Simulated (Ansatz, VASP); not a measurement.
BiTe: VASP beside Ansatz

INCAR

```
SYSTEM = BiTe
  PREC = Accurate
  ENCUT = 520
  EDIFF = 1E-6
  ISMEAR = -1
  SIGMA = 0.08
  LREAL = .False.
  LASPH = .True.
  NELM = 80
  ALGO = Normal
  ISIF = 2
  LWAVE = .False.
  LCHARG = .False.
  GGA = PE
  NBANDS = 18
```

File KPOINTS:

```
Automatic mesh
0
Gamma
  10 10 10
  0 0 0
```

The input POSCAR:

```
BiTe
1.0
    0.0000000000      3.2350000000      3.2350000000
    3.2350000000      0.0000000000      3.2350000000
    3.2350000000      3.2350000000      0.0000000000
Bi Te
1 1
Direct
    0.0000000000      0.0000000000      0.0000000000
    0.5000000000      0.5000000000      0.5000000000
```

Input for Ansatz:

```yaml
crystal:
  lattice:
    - [0.0, 3.235, 3.235]
    - [3.235, 0.0, 3.235]
    - [3.235, 3.235, 0.0]
  atoms:
    - { symbol: Bi, position: [0.0, 0.0, 0.0] }
    - { symbol: Te, position: [0.5, 0.5, 0.5] }
kpoints:
  mp_grid: { grid: [10, 10, 10] }
  band_path:
    path:
      - [0.0, 0.0, 0.0]
      - [0.5, 0.0, 0.5]
      - [0.625, 0.25, 0.625]
      - [0.375, 0.375, 0.75]
      - [0.0, 0.0, 0.0]
      - [0.5, 0.5, 0.5]
      - [0.5, 0.25, 0.75]
      - [0.5, 0.0, 0.5]
    npoints: 8
scf:
  occupations: { method: fermi_dirac, width: 0.08 }
hamiltonian:
  xc: pbe
  pseudopotentials: { kind: all_electron, lapw: { basis_error: 0.0005 } }
output:
  forces: true
  stress: true
  eigenvalues: true
  populations: true
  dos: { projected: true, de: 0.2, e_range: [-14, 8] }
```

Alike in both runs: task single point; functional PBE; k mesh 10 × 10 × 10; occupations fermi-dirac, width 0.08 eV; no spin polarisation.

|  | VASP | Ansatz |
| --- | --- | --- |
| version | VASP 6.6.1 | Ansatz 0.2.0 |
| potentials or method | VASP PAW PBE potentials, release 64 (Bi_d, Te) | all-electron LAPW, scalar-relativistic |
| plane-wave cutoff (eV) | 520 | see its input |

Ansatz gave:

| Item | Value |
| --- | --- |
| pressure (GPa) | 0.8 |

Task: Which values does VASP return?

Result: Pressure (GPa): 0.7.

Ansatz ran all-electron here, so the differences hold the error of VASP's frozen core and of both bases.

Caveats: spin-orbit coupling is left out, which moves the levels of the heavy elements.
